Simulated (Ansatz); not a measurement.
**Si: levels along high-symmetry lines**

```yaml
crystal:
  lattice:
    - [-2.25100, 2.36850, 1.27500]
    - [2.25100, -2.36850, 1.27500]
    - [2.25100, 2.36850, -1.27500]
  atoms:
    - { symbol: Si, position: [0.80700, 0.55700, 0.25000] }
    - { symbol: Si, position: [0.19300, 0.44300, 0.75000] }
```

Atoms are numbered in the order listed.

The conventional cell has a = 4.502 Å, b = 4.737 Å, c = 2.550 Å, α = 90.00°, β = 90.00°, γ = 90.00°. Si (atom 1) is surrounded by 8 Si at 2.39 to 2.74 Å.

The geometry is COD entry 9011656, unchecked; take it as a test cell.

Method: Ansatz 0.2.0, DFT, PBE, all-electron LAPW, scalar-relativistic.

Numerical set-up: a Γ-centred 16×16×16 k mesh, Fermi–Dirac smearing of 0.05 eV, basis error target 0.5 meV/atom, no spin polarisation.

Points in fractions of the reciprocal vectors of this cell: Γ (0, 0, 0), X (0.5, -0.5, 0.5), F0 (0.476, -0.476, 0.524), Σ0 (-0.476, 0.476, 0.476), Λ0 (0.322, 0.322, -0.322), G0 (0.678, -0.322, 0.322). The path joins them by straight lines in the order Γ–X–F0–Σ0–Γ–Λ0–G0–X–Γ; legs that retrace an earlier one aren't tabulated. Energies are in eV from the Fermi level.

(1) Is there a gap?

(2) List the levels between -20 and 2 eV at the symmetry points.

Answers

(1) none: bands cross the Fermi level, a metal.

(2) 
Γ: -14.81, -2.97, -2.49, -1.65, 1.09
X: -9.21, -8.18, -7.69, -7.40
F0: -9.20, -8.54, -7.67, -7.00
Σ0: -9.20, -8.54, -7.67, -7.00
Λ0: -6.53, -5.95, -5.20, -5.12, -4.75
G0: -6.53, -5.95, -5.20, -5.12, -4.75
